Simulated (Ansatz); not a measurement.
The system is InPd.

```xyz
2
Lattice="0.0000 2.7461 2.7461 2.7461 0.0000 2.7461 2.7461 2.7461 0.0000" Properties=species:S:1:pos:R:3 pbc="T T T"
In    0.0000    0.0000    0.0000
Pd    2.7461    2.7461    2.7461
```

The cell was built by a generator and needn't be a form met in nature.

| Item | Value |
| --- | --- |
| Program | Ansatz 0.2.0 |
| Task | relaxation of cell and atoms |
| Functional | PBE0 |
| Potentials or basis | Ansatz PAW |
| Cutoff | 420 eV (not typed: the program's choice for these potentials) |
| k mesh | 4 × 4 × 4 |
| Occupations | fermi-dirac, width 0.05 eV |
| Spin | no spin polarisation |

At the start: volume 20.71 Å³/atom.

**Question.** How do energy, volume and symmetry change on relaxing?

**Answer.** It ends after 5 steps and the volume is 19.80 Å³/atom (-4.4 %); space group Fm-3m (No. 225, to 0.05 Å).

The path:
| step | energy change (eV) | largest force (eV/Å) | volume (Å³) |
| --- | --- | --- | --- |
| 1 | 0.0000 | 0.0000 | 41.42 |
| 2 | -0.0059 | 0.0000 | 38.02 |
| 3 | -0.0259 | 0.0000 | 39.74 |
| 4 | -0.0262 | 0.0000 | 39.59 |
| 5 | -0.0246 | 0.0000 | 39.59 |

Final structure:
```
CELL_PARAMETERS angstrom
0.00000 2.70517 2.70517
2.70517 0.00000 2.70517
2.70517 2.70517 0.00000
ATOMIC_POSITIONS crystal
In 0.00000 0.00000 0.00000
Pd 0.50000 0.50000 0.50000
```

Caveat: the k mesh is coarse (spacing up to 0.50 Å⁻¹), so the values aren't converged, least of all with exact exchange; the plane-wave basis is chosen anew once the cell has moved, so the energies of steps on either side of that aren't comparable; the PAW data sets come from PBE, with cores solved anew for the run's functional, which leaves a small shift of forces and pressure.
